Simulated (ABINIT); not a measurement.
## Si2W: single point with PBEsol

Si2W:

```
W Si
1.0
    -1.60690    1.60690    3.91495
     1.60690   -1.60690    3.91495
     1.60690    1.60690   -3.91495
W Si
1 2
Direct
  0.00000 0.00000 0.00000
  0.66530 0.66530 0.00000
  0.33470 0.33470 0.00000
```

```
Program                                         : ABINIT 10.8.3 (patched build)
Task                                            : single point
Functional                                      : PBEsol
Potentials or basis                             : JTH PAW PBE v2.0
Cutoff                                          : 408 eV
k mesh                                          : 16 × 16 × 16
Occupations                                     : fermi-dirac, width 0.05 eV
Spin                                            : no spin polarisation
Fine-grid cutoff                                : 816.342 eV
Exchange and correlation inside the PAW spheres : full angular mesh (pawxcdev 0, this build's default; the released program takes 1)
```

- Largest force: 0.020 eV/Å
- Band gap on the k mesh: none (metal or under the smearing width)
- Valence electrons inside the program's atomic spheres: W 11.88; Si 1.55

Forces in eV/Å, atoms in the order of the input:
```
W    0.000  0.000  0.000
Si   0.000  0.000  0.020
Si   0.000  0.000 -0.020
```

Levels at points of the mesh, in eV from the Fermi level:
```csv
k point,band 8,band 9,band 10,band 11,band 12,band 13,band 14,band 15
"(0.00, 0.00, 0.00)",-3.35,-2.84,-2.84,0.62,2.78,2.99,3.12,3.12
"(0.50, 0.00, 0.00)",-4.85,-2.79,-2.77,-0.42,2.69,2.83,3.98,4.43
"(0.50, 0.50, 0.00)",-5.47,-5.01,-3.25,-1.75,2.84,2.96,3.12,3.93
"(0.50, 0.50, 0.50)",-2.57,-0.83,-0.83,-0.49,-0.49,0.79,4.54,4.88
```

It took 7 min on 1 thread of Intel(R) Xeon(R) 6975P-C (Granite Rapids), with other jobs on the host, peak memory 0.24 GiB.

Caveat: the PAW data sets were made with another functional, which shifts forces and pressure a little. Spin-orbit coupling is left out, which matters for the levels of W.
